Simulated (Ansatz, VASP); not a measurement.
Given: the input of a run of VASP 6.6.1 on NaI.

INCAR

```
SYSTEM = NaI
PREC = Accurate ; ENCUT = 520
EDIFF = 1E-7 ; ISMEAR = -1
SIGMA = 0.05 ; LREAL = .FALSE.
LASPH = .TRUE. ; NELM = 100
ALGO = Normal ; ISIF = 2
LWAVE = .FALSE. ; LCHARG = .FALSE.
GGA = PS ; NBANDS = 14
```

The input KPOINTS:

```
Automatic mesh
0
G
  7 7 7
  0 0 0
```

The input POSCAR:

```
NaI
1.0
    0.0000000000      3.2146785402      3.2146785402
    3.2146785402      0.0000000000      3.2146785402
    3.2146785402      3.2146785402      0.0000000000
I Na
1 1
Direct
    0.5000000000      0.5000000000      0.5000000000
    0.0000000000      0.0000000000      0.0000000000
```

Potentials or basis: VASP PAW PBE potentials, release 64 (I, Na_pv).

The run is started by

```bash
$ cat potpaw_PBE.64/I/POTCAR potpaw_PBE.64/Na_pv/POTCAR > POTCAR
$ mpirun -np 1 vasp_std > vasp.out
```

Q: Translate it to Ansatz 0.2.0. Potentials there: Ansatz PAW.

A: As run (the cutoff follows the program's own potentials):

input.yaml

```yaml
crystal:
  lattice:
    - [0.0, 3.2146785402, 3.2146785402]
    - [3.2146785402, 0.0, 3.2146785402]
    - [3.2146785402, 3.2146785402, 0.0]
  atoms:
    - { symbol: I, position: [0.5, 0.5, 0.5] }
    - { symbol: Na, position: [0.0, 0.0, 0.0] }
hamiltonian:
  xc: pbesol
  pseudopotentials: { kind: paw }
kpoints:
  mp_grid: { grid: [7, 7, 7] }
scf:
  occupations: { method: fermi_dirac, width: 0.05 }
output:
  forces: true
  stress: true
  eigenvalues: true
```

Potentials or basis: Ansatz PAW.

Launch:

```bash
$ ansatz run input.yaml --threads 2 --pin off --max-ram 5632MiB --backend cpu --events-out ev --progress --plain --runs-dir out
```

Both were run:

|  | VASP | Ansatz | Ansatz less VASP |
| --- | --- | --- | --- |
| gap on the k mesh at the Fermi level (eV) | 3.56 | 3.56 | +0.004 |
| least direct gap on the mesh (eV) | 3.56 | 3.56 | +0.004 |
| pressure (GPa) | -0.2 | -0.2 | -0.04 |

The two sets of potentials don't hold the same shells in valence.

Caveats: spin-orbit coupling is left out, which moves the levels of the heavy elements; the PAW data sets were made with another functional, which shifts forces and pressure a little (VASP); odd divisions of the mesh miss points on the zone boundary, where band edges often lie, so the gap on the mesh can be too wide (Ansatz); the PAW data sets come from PBE, with cores solved anew for the run's functional, which leaves a small shift of forces and pressure (Ansatz).
